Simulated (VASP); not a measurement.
# C in VASP: a series of runs

The runs below take C through single point, with r2SCAN.

All numbers are computed with VASP 6.6.1; they aren't measurements. Logs are shortened: lines on timing, memory, paths and dates and some standing lists are left out, and cuts for length are marked.

**1. The structure**

The cell holds a slab with vacuum, 2 atoms: a = 2.456 Å, b = 2.456 Å, c = 8.524 Å, α = 90.00°, β = 90.00°, γ = 120.00°.

The slab is cut from a database's or a generator's crystal, which needn't be the stable form of the element.

**2. Single point, r2SCAN**

Contents of INCAR:

```
SYSTEM = C
PREC     = Accurate       ! precision mode
ENCUT    = 250            ! plane-wave cutoff, eV
EDIFF    = 1E-7           ! SCF threshold, eV
ISMEAR   = 0              ! smearing method
SIGMA    = 0.05           ! smearing width, eV
LREAL    = .FALSE.        ! projectors in reciprocal space
LASPH    = .TRUE.         ! aspherical terms in the spheres
NELM     = 100            ! most SCF steps
ALGO     = Normal         ! electronic algorithm
ISIF     = 2              ! what is computed and relaxed
LWAVE    = .FALSE.        ! write WAVECAR
LCHARG   = .FALSE.        ! write CHGCAR
METAGGA  = R2SCAN         ! meta-GGA
LMIXTAU  = .TRUE.       
ADDGRID  = .FALSE.
```

Contents of KPOINTS:

```
regular mesh
0
G
  9 9 3
  0 0 0
```

Contents of POSCAR:

```
C
1.0
    2.4561701622      0.0000000000      0.0000000000
   -1.2280850811      2.1271057565      0.0000000000
    0.0000000000      0.0000000000      8.5238033600
C
2
Direct
    0.6666666667      0.3333333333      0.0000000000
    0.3333333333      0.6666666667      0.0000000000
```

Potentials or basis: VASP PAW PBE potentials, release 64 (C).

Command:

```
$ cat potpaw_PBE.64/C/POTCAR > POTCAR
$ mpirun -np 1 vasp_std > vasp.out
```

OUTCAR:

```text
SYSTEM = C
   PREC = Accurate
   ENCUT = 250
   EDIFF = 1E-7
   ISMEAR = 0
   LREAL = .FALSE.
   LASPH = .TRUE.
   NELM = 100
   ISIF = 2
   METAGGA = R2SCAN

 Found     24 irreducible k-points:

 Following reciprocal coordinates:
            Coordinates               Weight
  0.000000  0.000000  0.000000      1.000000
  0.111111  0.000000  0.000000      6.000000
  0.222222  0.000000  0.000000      6.000000
  0.333333  0.000000  0.000000      6.000000
  0.444444  0.000000  0.000000      6.000000
  0.111111  0.111111  0.000000      6.000000
   k-points           NKPTS =     24   k-points in BZ     NKDIM =     24   number of bands    NBANDS=      8
   number of dos      NEDOS =    301   number of ions     NIONS =      2
   total plane-waves  NPLWV =   9408
   dimension x,y,z NGX =    14 NGY =   14 NGZ =   48
   dimension x,y,z NGXF=    28 NGYF=   28 NGZF=   96
   ions per type =               2
   NGX,Y,Z   is equivalent  to a cutoff of   9.48,  9.48,  9.36 a.u.
   NGXF,Y,Z  is equivalent  to a cutoff of  18.95, 18.95, 18.72 a.u.
 SYSTEM =  C
   PREC   = accura    normal or accurate (medium, high low for compatibility)
   ISTART =      0    job   : 0-new  1-cont  2-samecut
   ICHARG =      2    charge: 1-file 2-atom 10-const
   ISPIN  =      1    spin polarized calculation?
   LNONCOLLINEAR =      F non collinear calculations
   LSORBIT =      F    spin-orbit coupling
   LASPH  =      T    aspherical Exc in radial PAW
   ENCUT  =  250.0 eV  18.37 Ry    4.29 a.u.   3.17  3.17 10.99*2*pi/ulx,y,z
   NELM   =    100;   NELMIN=  2; NELMDL= -5     # of ELM steps
   EDIFF  = 0.1E-06   stopping-criterion for ELM
   LREAL  =      F    real-space projection
   EDIFFG = 0.1E-05   stopping-criterion for IOM
   NSW    =      0    number of steps for IOM
   IBRION =     -1    ionic relax: 0-MD 1-quasi-New 2-CG
   NFREE  =      0    steps in history (QN), initial steepest desc. (CG)
   ISIF   =      2    stress and relaxation
   ISYM   =      2    0-nonsym 1-usesym 2-fastsym
   POTIM  = 0.5000    time-step for ionic-motion
   TEBEG  =    0.0;   TEEND  =   0.0 temperature during run
   PSTRESS=    0.0 pullay stress
   NELECT =       8.0000    total number of electrons
   NUPDOWN=      -1.0000    fix difference up-down
   EMIN   =  10.00;   EMAX   =-10.00  energy-range for DOS
   EFERMI =   0.00;   METHOD = LEGACY
   ISMEAR =     0;   SIGMA  =   0.05  broadening in eV -4-tet -1-fermi 0-gaus
   EFERMI_NEDOS =   21; number of points for ismear=-14 and -15
   IALGO  =     38    algorithm
   IMIX   =      4    mixing-type and parameters
     AMIX     =   0.40;   BMIX     =  1.00
     AMIX_MAG =   1.60;   BMIX_MAG =  1.00
  volume/ion in A,a.u.               =      22.27       150.26
  Fermi-wavevector in a.u.,A,eV,Ry     =   0.923729  1.745594 11.609511  0.853275
  Thomas-Fermi vector in A             =   2.049397
   LORBIT       =      0    0 simple, 1 ext, 2 COOP (PROOUT), +10 PAW based schemes
   METAGGA = R2SCAN    functional components
   LHFCALC =     F    Hartree Fock is set to
   AEXX    =    0.0000 exact exchange contribution
   IVDW    =     0    specifies the selected vdW correction
   LEPSILON=     F    determine dielectric tensor
   LRPA    =     F    only Hartree local field effects (RPA)
 non-spin polarized calculation
 Gauss-broadening in eV      SIGMA  =   0.05
  energy-cutoff  :      250.00
  volume of cell :       44.53
 maximum number of plane-waves:       411
 NGX is ok and might be reduce to    14
   NGX =  7   NGY =  7   NGZ = 21

 number of electron       7.9999994 magnetization

 Free energy of the ion-electron system (eV)
  ---------------------------------------------------
  ext. energy  EPLUGINS =         0.00000000
  ---------------------------------------------------
  free energy    TOTEN  =       -19.89227524 eV

  energy without entropy =      -19.89088484  energy(sigma->0) =      -19.89158004

 E-fermi :  -0.6713     XC(G=0):  -5.1302

 val. band max:       -0.6728796054   @ k =   0.3333   0.3333   0.3333
 cond. band min:      -0.6682368738   @ k =   0.3333   0.3333   0.0000
 fundamental gap:      0.0046427316
 Fermi energy:        -0.6713330567

 k-point     1 :       0.0000    0.0000    0.0000
  band No.  band energies     occupation
      1     -21.8111      2.00000
      2      -8.8979      2.00000
      3      -3.7729      2.00000
      4      -3.7729      2.00000
      5       2.6085      0.00000
      6       5.1004      0.00000
      7       6.5008      0.00000
      8       8.2676      0.00000

 k-point     2 :       0.1111    0.0000    0.0000
  band No.  band energies     occupation
      1     -21.4996      2.00000
      2      -8.5269      2.00000
      3      -5.0695      2.00000
      4      -4.4753      2.00000
      5       3.0138      0.00000
      6       5.4960      0.00000
      7       6.8902      0.00000
      8       8.3769      0.00000

 k-point     3 :       0.2222    0.0000    0.0000
  band No.  band energies     occupation
      1     -20.5710      2.00000
      2      -7.9273      2.00000
      3      -7.4249      2.00000
      4      -5.7275      2.00000
      5       4.2300      0.00000
      6       6.6560      0.00000
      7       7.8218      0.00000
      8       8.2185      0.00000

 k-point     4 :       0.3333    0.0000    0.0000
  band No.  band energies     occupation
      1     -19.0531      2.00000
      2     -11.1410      2.00000
      3      -6.8770      2.00000
      4      -5.6832      2.00000
      5       4.7442      0.00000
      6       6.2465      0.00000
      7       7.3214      0.00000
      8       8.6761      0.00000

 k-point     5 :       0.4444    0.0000    0.0000
  band No.  band energies     occupation
      1     -17.0346      2.00000
      2     -14.0905      2.00000
      3      -7.4711      2.00000
      4      -3.6874      2.00000
      5       1.7349      0.00000
      6       6.9602      0.00000
      7       9.0774      0.00000
      8      11.3329      0.00000

 k-point     6 :       0.1111    0.1111    0.0000
  band No.  band energies     occupation
      1     -20.8796      2.00000
      2      -7.7842      2.00000
      3      -6.8078      2.00000
      4      -5.7170      2.00000
      5       3.8253      0.00000
      6       6.2838      0.00000
      7       7.6793      0.00000
      8       9.1117      0.00000

 [... further k-points ...]

------------------------ aborting loop because EDIFF is reached ----------------------------------------

  FORCE on cell =-STRESS in cart. coord.  units (eV):
  Direction    XX          YY          ZZ          XY          YZ          ZX
  --------------------------------------------------------------------------------------
  -------------------------------------------------------------------------------------
  Total       -3.6439487     -3.6439487     -4.2635808      0.0000000      0.0000000      0.0000000
  in kB     -131.0997544   -131.0997544   -153.3924994      0.0000000      0.0000000      0.0000000
  external PRESSURE =    -138.5306694 kB  Pullay stress =       0.0000000 kB

 VOLUME and BASIS-vectors are now :
 -----------------------------------------------------------------------------
  energy-cutoff  :      250.00
  volume of cell :       44.53
      direct lattice vectors                 reciprocal lattice vectors
     2.456170162  0.000000000  0.000000000     0.407137916  0.235061185  0.000000000
    -1.228085081  2.127105756  0.000000000     0.000000000  0.470122370  0.000000000
     0.000000000  0.000000000  8.523803360     0.000000000  0.000000000  0.117318521

 POSITION                                       TOTAL-FORCE (eV/Angst)
 -----------------------------------------------------------------------------------
      1.22809      0.70904      0.00000         0.000000      0.000000     -0.000000
     -0.00000      1.41807      0.00000        -0.000000     -0.000000      0.000000
 -----------------------------------------------------------------------------------
    total drift:                               -0.000000      0.000000      0.000000

  FREE ENERGIE OF THE ION-ELECTRON SYSTEM (eV)
  ---------------------------------------------------
  free  energy   TOTEN  =       -19.8922752391 eV

  energy  without entropy=      -19.8908848442  energy(sigma->0) =      -19.89158004
```

Wall time 13 s (1 thread of Intel Xeon 6975P-C (Granite Rapids), shared host); peak memory 0.12 GiB.

The run converged, but a check on its numbers failed (symmetry, net force, bounds or a known fault of this set-up), so they aren't taken as properties of the slab.

Caveat: the cutoff lies under the usual one of these potentials, so the numbers hold a large basis-set error; the PAW data sets were made with another functional, which shifts forces and pressure a little.

**3. Single point, r2SCAN**

INCAR: that of step 2 with these lines changed.

```diff
@@ -2,3 +2,3 @@
 PREC     = Accurate       ! precision mode
-ENCUT    = 250            ! plane-wave cutoff, eV
+ENCUT    = 600            ! plane-wave cutoff, eV
 EDIFF    = 1E-7           ! SCF threshold, eV
```

Contents of KPOINTS:

```
regular mesh
0
G
  6 6 2
  0 0 0
```

POSCAR is that of step 2.

Potentials or basis: VASP PAW PBE potentials, release 64 (C).

Command:

```
$ cat potpaw_PBE.64/C/POTCAR > POTCAR
$ mpirun -np 1 vasp_std > vasp.out
```

OUTCAR:

```text
SYSTEM = C
   PREC = Accurate
   ENCUT = 600
   EDIFF = 1E-7
   ISMEAR = 0
   LREAL = .FALSE.
   LASPH = .TRUE.
   NELM = 100
   ISIF = 2
   METAGGA = R2SCAN

 Found     14 irreducible k-points:

 Following reciprocal coordinates:
            Coordinates               Weight
  0.000000  0.000000  0.000000      1.000000
  0.166667 -0.000000  0.000000      6.000000
  0.333333 -0.000000  0.000000      6.000000
  0.500000 -0.000000  0.000000      3.000000
  0.166667  0.166667  0.000000      6.000000
  0.333333  0.166667  0.000000     12.000000
   k-points           NKPTS =     14   k-points in BZ     NKDIM =     14   number of bands    NBANDS=      8
   number of dos      NEDOS =    301   number of ions     NIONS =      2
   total plane-waves  NPLWV =  28000
   dimension x,y,z NGX =    20 NGY =   20 NGZ =   70
   dimension x,y,z NGXF=    40 NGYF=   40 NGZF=  140
   ions per type =               2
   NGX,Y,Z   is equivalent  to a cutoff of  13.54, 13.54, 13.65 a.u.
   NGXF,Y,Z  is equivalent  to a cutoff of  27.07, 27.07, 27.31 a.u.
 SYSTEM =  C
   PREC   = accura    normal or accurate (medium, high low for compatibility)
   ISTART =      0    job   : 0-new  1-cont  2-samecut
   ICHARG =      2    charge: 1-file 2-atom 10-const
   ISPIN  =      1    spin polarized calculation?
   LNONCOLLINEAR =      F non collinear calculations
   LSORBIT =      F    spin-orbit coupling
   LASPH  =      T    aspherical Exc in radial PAW
   ENCUT  =  600.0 eV  44.10 Ry    6.64 a.u.   4.91  4.91 17.02*2*pi/ulx,y,z
   NELM   =    100;   NELMIN=  2; NELMDL= -5     # of ELM steps
   EDIFF  = 0.1E-06   stopping-criterion for ELM
   LREAL  =      F    real-space projection
   EDIFFG = 0.1E-05   stopping-criterion for IOM
   NSW    =      0    number of steps for IOM
   IBRION =     -1    ionic relax: 0-MD 1-quasi-New 2-CG
   NFREE  =      0    steps in history (QN), initial steepest desc. (CG)
   ISIF   =      2    stress and relaxation
   ISYM   =      2    0-nonsym 1-usesym 2-fastsym
   POTIM  = 0.5000    time-step for ionic-motion
   TEBEG  =    0.0;   TEEND  =   0.0 temperature during run
   PSTRESS=    0.0 pullay stress
   NELECT =       8.0000    total number of electrons
   NUPDOWN=      -1.0000    fix difference up-down
   EMIN   =  10.00;   EMAX   =-10.00  energy-range for DOS
   EFERMI =   0.00;   METHOD = LEGACY
   ISMEAR =     0;   SIGMA  =   0.05  broadening in eV -4-tet -1-fermi 0-gaus
   EFERMI_NEDOS =   21; number of points for ismear=-14 and -15
   IALGO  =     38    algorithm
   IMIX   =      4    mixing-type and parameters
     AMIX     =   0.40;   BMIX     =  1.00
     AMIX_MAG =   1.60;   BMIX_MAG =  1.00
  volume/ion in A,a.u.               =      22.27       150.26
  Fermi-wavevector in a.u.,A,eV,Ry     =   0.923729  1.745594 11.609511  0.853275
  Thomas-Fermi vector in A             =   2.049397
   LORBIT       =      0    0 simple, 1 ext, 2 COOP (PROOUT), +10 PAW based schemes
   METAGGA = R2SCAN    functional components
   LHFCALC =     F    Hartree Fock is set to
   AEXX    =    0.0000 exact exchange contribution
   IVDW    =     0    specifies the selected vdW correction
   LEPSILON=     F    determine dielectric tensor
   LRPA    =     F    only Hartree local field effects (RPA)
 non-spin polarized calculation
 Gauss-broadening in eV      SIGMA  =   0.05
  energy-cutoff  :      600.00
  volume of cell :       44.53
 maximum number of plane-waves:      1512
 NGX is ok and might be reduce to    20
   NGX =  9   NGY =  9   NGZ = 35

 number of electron       7.9999999 magnetization

 Free energy of the ion-electron system (eV)
  ---------------------------------------------------
  ext. energy  EPLUGINS =         0.00000000
  ---------------------------------------------------
  free energy    TOTEN  =       -19.79054236 eV

  energy without entropy =      -19.78740798  energy(sigma->0) =      -19.78897517

 E-fermi :  -0.7189     XC(G=0):  -5.0629

 val. band max:       -0.7189914568   @ k =   0.3333   0.3333   0.5000
 cond. band min:      -0.7188214539   @ k =   0.3333   0.3333   0.0000
 fundamental gap:      0.0001700029
 Fermi energy:        -0.7189064586

 k-point     1 :       0.0000    0.0000    0.0000
  band No.  band energies     occupation
      1     -21.5859      2.00000
      2      -8.8645      2.00000
      3      -3.9537      2.00000
      4      -3.9537      2.00000
      5       2.6594      0.00000
      6       5.1021      0.00000
      7       6.5964      0.00000
      8       7.9899      0.00000

 k-point     2 :       0.1667   -0.0000    0.0000
  band No.  band energies     occupation
      1     -20.8897      2.00000
      2      -8.0360      2.00000
      3      -6.4245      2.00000
      4      -5.1679      2.00000
      5       3.5699      0.00000
      6       5.9878      0.00000
      7       7.4340      0.00000
      8       8.1029      0.00000

 k-point     3 :       0.3333   -0.0000    0.0000
  band No.  band energies     occupation
      1     -18.8379      2.00000
      2     -11.0306      2.00000
      3      -6.8913      2.00000
      4      -5.6744      2.00000
      5       4.5837      0.00000
      6       6.2886      0.00000
      7       7.3958      0.00000
      8       8.6651      0.00000

 k-point     4 :       0.5000   -0.0000    0.0000
  band No.  band energies     occupation
      1     -16.0583      2.00000
      2     -14.8255      2.00000
      3      -7.5680      2.00000
      4      -3.2582      2.00000
      5       1.0880      0.00000
      6       7.0396      0.00000
      7      10.7608      0.00000
      8      10.8441      0.00000

 k-point     5 :       0.1667    0.1667    0.0000
  band No.  band energies     occupation
      1     -19.5152      2.00000
      2      -9.0507      2.00000
      3      -7.5587      2.00000
      4      -6.4271      2.00000
      5       5.3913      0.00000
      6       6.1901      0.00000
      7       7.7225      0.00000
      8       9.1976      0.00000

 k-point     6 :       0.3333    0.1667    0.0000
  band No.  band energies     occupation
      1     -16.8797      2.00000
      2     -12.9274      2.00000
      3      -9.3011      2.00000
      4      -3.5696      2.00000
      5       1.9968      0.00000
      6       8.9952      0.00000
      7       9.8796      0.00000
      8      10.7879      0.00000

 [... further k-points ...]

------------------------ aborting loop because EDIFF is reached ----------------------------------------

  FORCE on cell =-STRESS in cart. coord.  units (eV):
  Direction    XX          YY          ZZ          XY          YZ          ZX
  --------------------------------------------------------------------------------------
  -------------------------------------------------------------------------------------
  Total        0.1019051      0.1019051     -0.0475140      0.0000000      0.0000000     -0.0000000
  in kB        3.6662804      3.6662804     -1.7094282      0.0000000      0.0000000     -0.0000000
  external PRESSURE =       1.8743775 kB  Pullay stress =       0.0000000 kB

 VOLUME and BASIS-vectors are now :
 -----------------------------------------------------------------------------
  energy-cutoff  :      600.00
  volume of cell :       44.53
      direct lattice vectors                 reciprocal lattice vectors
     2.456170162  0.000000000  0.000000000     0.407137916  0.235061185  0.000000000
    -1.228085081  2.127105756  0.000000000     0.000000000  0.470122370  0.000000000
     0.000000000  0.000000000  8.523803360     0.000000000  0.000000000  0.117318521

 POSITION                                       TOTAL-FORCE (eV/Angst)
 -----------------------------------------------------------------------------------
      1.22809      0.70904      0.00000         0.000000      0.000000     -0.000000
     -0.00000      1.41807      0.00000         0.000000      0.000000      0.000000
 -----------------------------------------------------------------------------------
    total drift:                                0.000000     -0.000000     -0.000000

  FREE ENERGIE OF THE ION-ELECTRON SYSTEM (eV)
  ---------------------------------------------------
  free  energy   TOTEN  =       -19.7905423560 eV

  energy  without entropy=      -19.7874079785  energy(sigma->0) =      -19.78897517
```

Wall time 22 s (1 thread of Intel Xeon 6975P-C (Granite Rapids), shared host); peak memory 0.16 GiB.

These settings aren't checked as converged: the numbers below hold their error.

What came out:

- Free energy: -19.7905 eV
- Band gap on the k mesh: none (metal or under the smearing width)

Caveat: the k mesh is coarse (spacing up to 0.49 Å⁻¹), so the values aren't converged; the PAW data sets were made with another functional, which shifts forces and pressure a little.

**4. Single point, r2SCAN**

INCAR: that of step 3 with these lines changed.

```diff
@@ -2,3 +2,3 @@
 PREC     = Accurate       ! precision mode
-ENCUT    = 600            ! plane-wave cutoff, eV
+ENCUT    = 500            ! plane-wave cutoff, eV
 EDIFF    = 1E-7           ! SCF threshold, eV
```

Contents of KPOINTS:

```
regular mesh
0
G
  7 7 2
  0 0 0
```

POSCAR is that of step 3.

Command:

```
$ cat potpaw_PBE.64/C/POTCAR > POTCAR
$ mpirun -np 1 vasp_std > vasp.out
```

It took 18 s on 1 thread of Intel Xeon 6975P-C (Granite Rapids), shared host; peak memory 0.15 GiB.

The run converged, but some of its settings lie outside the range that counts as converged, so its numbers aren't taken as properties of the slab.

Results:

| Quantity | Value |
| --- | --- |
| Free energy | -19.8569 eV |
| Band gap on the k mesh | 3.23 eV, direct |

Caveat: the k mesh is coarse (spacing up to 0.42 Å⁻¹), so the values aren't converged; the PAW data sets were made with another functional, which shifts forces and pressure a little.

**5. Single point, r2SCAN**

INCAR: that of step 4 with these lines changed.

```diff
@@ -2,3 +2,3 @@
 PREC     = Accurate       ! precision mode
-ENCUT    = 500            ! plane-wave cutoff, eV
+ENCUT    = 600            ! plane-wave cutoff, eV
 EDIFF    = 1E-7           ! SCF threshold, eV
```

KPOINTS is that of step 4.

POSCAR is that of step 4.

Command:

```
$ cat potpaw_PBE.64/C/POTCAR > POTCAR
$ mpirun -np 1 vasp_std > vasp.out
```

Wall time 24 s (1 thread of Intel Xeon 6975P-C (Granite Rapids), shared host); peak memory 0.16 GiB.

The run converged, but some of its settings lie outside the range that counts as converged, so its numbers aren't taken as properties of the slab.

Results:

```yaml
Free_energy: -19.8632 eV
Band_gap_on_the_k_mesh: 3.23 eV, direct
```

Caveat: the k mesh is coarse (spacing up to 0.42 Å⁻¹), so the values aren't converged; the PAW data sets were made with another functional, which shifts forces and pressure a little.
